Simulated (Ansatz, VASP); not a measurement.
# Two plane-wave programs on CaO

The input INCAR:

```
SYSTEM = CaO
  PREC = Accurate
  ENCUT = 520
  EDIFF = 1E-6
  ISMEAR = -1
  SIGMA = 0.02
  LREAL = .FALSE.
  LASPH = .TRUE.
  NELM = 60
  ALGO = Normal
  ISIF = 2
  LWAVE = .FALSE.
  LCHARG = .FALSE.
  GGA = PE
  NBANDS = 15
```

KPOINTS

```
regular mesh
0
G
  8 8 8
  0 0 0
```

POSCAR

```
CaO
1.0
    0.0000000000      2.7537514118      2.7537514118
    2.7537514118      0.0000000000      2.7537514118
    2.7537514118      2.7537514118      0.0000000000
Ca O
1 1
Direct
    0.0000000000      0.0000000000      0.0000000000
    0.2500000000      0.2500000000      0.2500000000
```

Input for Ansatz:

```yaml
crystal:
  lattice:
    - [0.0, 2.7537514118, 2.7537514118]
    - [2.7537514118, 0.0, 2.7537514118]
    - [2.7537514118, 2.7537514118, 0.0]
  atoms:
    - { symbol: Ca, position: [0.0, 0.0, 0.0] }
    - { symbol: O, position: [0.25, 0.25, 0.25] }
kpoints:
  mp_grid: { grid: [8, 8, 8] }
  band_path:
    path:
      - [0.0, 0.0, 0.0]
      - [-0.5, -0.5, 0.0]
      - [-0.375, -0.375, 0.25]
      - [-0.375, 0.0, 0.375]
      - [0.0, 0.0, 0.5]
      - [-0.5, -0.25, 0.25]
      - [0.0, 0.5, 0.5]
    npoints: 1
hamiltonian:
  xc: pbe
scf:
  occupations: { method: fermi_dirac, width: 0.02 }
  n_extra_bands: 4
output:
  forces: true
  stress: true
  eigenvalues: true
```

Change from the starting cell: hydrostatic strain +5.6%.

Alike in both runs: task single point; functional PBE; k mesh 8 × 8 × 8; occupations fermi-dirac, width 0.02 eV; no spin polarisation.

|  | VASP | Ansatz |
| --- | --- | --- |
| version | VASP 6.6.1 | Ansatz 0.2.0 |
| potentials or method | VASP PAW PBE potentials, release 64 (Ca_sv, O) | plane waves, PAW |
| plane-wave cutoff (eV) | 520 | 420 |
| valence electrons in the cell | 16 | 16 |

|  | VASP | Ansatz | Ansatz less VASP |
| --- | --- | --- | --- |
| gap on the k mesh at the Fermi level (eV) | 2.77 | 2.78 | +0.005 |
| pressure (GPa) | -8.0 | -8.3 | -0.22 |

The functional is the same, so the differences come from potentials, cutoffs and numerics.

A k mesh can miss the band edges.
